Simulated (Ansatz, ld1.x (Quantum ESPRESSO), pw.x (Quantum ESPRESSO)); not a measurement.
## H (Z = 1): does the RRKJ potential hold in the solid?

```json
{
 "Element": "hydrogen (H)",
 "Generator": "ld1.x (Quantum ESPRESSO) 7.5",
 "Type": "norm-conserving RRKJ (Kleinman–Bylander form)",
 "Functional": "PBE",
 "Relativity": "scalar-relativistic",
 "Frozen core": "none",
 "Valence charge": "1",
 "Reference configuration": "1s1",
 "Partial waves": "1s (bound): rc 1.15 bohr; 2p channel at 0.2 Ry: rc 1.05 bohr",
 "Local potential": "all-electron potential smoothed inside 1.00 bohr (lloc = -2)",
 "Core correction": "none",
 "rho0": "0.01"
}
```

Crystal test: diamond H in pw.x 7.5, no spin, 15³ k-points, Fermi–Dirac smearing 0.01 Ry, cutoffs 145/580 Ry. The reference is all-electron LAPW (Ansatz 0.2.0) with the same functional, mesh and smearing; V0 and B0 come from Birch–Murnaghan fits to the pressures at five volumes. Errors are pseudo minus all-electron; Δ is the rms difference of the E(V) curves that follow from these fits, minima aligned, over ±6 % about the mean V0. Mesh and smearing are coarse, so the numbers serve the comparison and aren't converged zero-temperature values; the lattice is a test structure that the element need not adopt.

All-electron: a0 = 3.013 Å (V0 = 3.42 Å³/atom), B0 = 91.2 GPa.

How far does the potential miss the all-electron equation of state?

mean pressure error (GPa): -0.19; a0 (Å): 3.011; a0 error (%): -0.07; B0 error (%): -1.5; Δ (meV/atom): 0.1.

```csv
V (Å³/atom),P all-electron (GPa),P pseudo (GPa)
3.256,4.83,4.54
3.341,2.18,1.94
3.427,-0.21,-0.39
3.513,-2.36,-2.49
3.598,-4.29,-4.39
```

At the middle volume, how do free energy and pressure move when the wave cutoff is lowered (ecutrho kept at four times it)?

| cutoff (Ry) | shift of F (meV/atom) | shift of P (GPa) |
| --- | --- | --- |
| 65 | +951.7 | -50.31 |
| 87 | +291.6 | -50.24 |
| 116 | +19.6 | -8.83 |

The run at the middle volume (120 k-points, 6 iterations) took about 9.4 s on one core of a shared host (Neoverse-V1, 32 threads, 247 GiB, load 27).
